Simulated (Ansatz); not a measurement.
## SiC (Moissanite 6H) under changes of volume

One of the cells (10.487 Å³/atom); the others are scaled copies at fixed shape and fractional positions:

```
Si C
1.0
     3.09500    0.00000    0.00000
    -1.54750    2.68035    0.00000
     0.00000    0.00000   15.17000
Si C
6 6
Direct
  0.66667 0.33333 0.45830
  0.33333 0.66667 0.95830
  0.66667 0.33333 0.79170
  0.33333 0.66667 0.29170
  0.00000 0.00000 0.62500
  0.00000 0.00000 0.12500
  0.66667 0.33333 0.33330
  0.33333 0.66667 0.83330
  0.66667 0.33333 0.66670
  0.33333 0.66667 0.16670
  0.00000 0.00000 0.50000
  0.00000 0.00000 0.00000
```

```yaml
Program: Ansatz 0.2.0
Functional: PBE
Dispersion: D4
Potentials_or_basis: Ansatz PAW
Cutoff: "420 eV (not typed: the program's choice for these potentials)"
k_mesh: 10 × 10 × 2
Occupations: fermi-dirac, width 0.05 eV
Spin: no spin polarisation
```

```tsv
volume (Å³/atom)	energy over the lowest point (meV/atom)	pressure (GPa)	gap on the mesh (eV)	largest force (eV/Å)
9.858	13.86	10.5	2.01	0.152
10.068	3.65	5.2	2.01	0.149
10.277	0.00	0.4	2.02	0.145
10.487	2.27	-3.9	2.02	0.142
10.697	9.91	-7.7	2.03	0.139
10.907	?	?	?	?
11.116	39.23	-14.4	2.04	0.133
```

Question: What does the run at 10.907 Å³/atom give?

Answer: Energy over the lowest point 22.38 meV/atom; pressure -11.3 GPa; gap on the mesh 2.03 eV; largest force 0.135 eV/Å.

Worked out: A Birch-Murnaghan fit of order 3 (a polynomial in V^(-2/3)) to the other rows has its minimum at 10.30 Å³/atom with B0 = V·E''(V) = 220 GPa and B' = 3.9 at fixed shape and positions, which overstates the stiffness. It gives 22.41 meV/atom at 10.907 Å³/atom, against the run's 22.38, and -dE/dV = -11.3 GPa, against -11.3. A straight line through the other rows of the gap, of slope 0.264 eV per unit of ln V, gives 2.03 eV, against the run's 2.03.

Energies are extrapolated to zero smearing.

A mesh can miss the band edges.
